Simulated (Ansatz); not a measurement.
Bulk crystal (Al₃Ru₂) after relaxation:

```yaml
crystal:
  lattice:
    - [-1.53668, 1.53668, 7.12583]
    - [1.53668, -1.53668, 7.12583]
    - [1.53668, 1.53668, -7.12583]
  atoms:
    - { symbol: Al, position: [0.00000, 0.00000, 0.00000] }
    - { symbol: Al, position: [0.80626, 0.80626, 0.00000] }
    - { symbol: Al, position: [0.19374, 0.19374, 0.00000] }
    - { symbol: Ru, position: [0.60566, 0.60566, 0.00000] }
    - { symbol: Ru, position: [0.39434, 0.39434, 0.00000] }
```

Miller indices refer to the conventional cell of I4/mmm (No. 139), a = 3.073 Å, b = 3.073 Å, c = 14.252 Å, α = 90.00°, β = 90.00°, γ = 90.00°.

Consider the (001) slab of 6 planes, 7.1 Å thick with 15 Å of vacuum as cut; outer planes Al (top) and Al (bottom), all atoms relaxed.

All numbers below come from Ansatz, DFT PBEsol, scalar-relativistic, plane waves, PAW. Settings: cutoff 420 eV, Γ-centred mesh 11×11×1 on the computed 6-atom cell, Gaussian smearing of 0.10 eV; no spin polarisation. The cell repeats along c with a dipole correction in the vacuum.

The slab isn't stoichiometric (Al2Ru), so its surface energy depends on the chemical potentials; it is given with the excess atoms taken from the element's standard state, a limit at which the compound may itself be unstable, so the figure can be too low.

**Question.** Estimate the surface energy with the excess atoms taken from the elements.

**Answer.** 1.34 J/m².

**Question.** Give the work function.

**Answer.** 2.98 eV.

**Question.** The top two planes lie 1.506 Å apart in the bulk. How does relaxation change this?

**Answer.** The spacing becomes 1.331 Å (-11.6 %).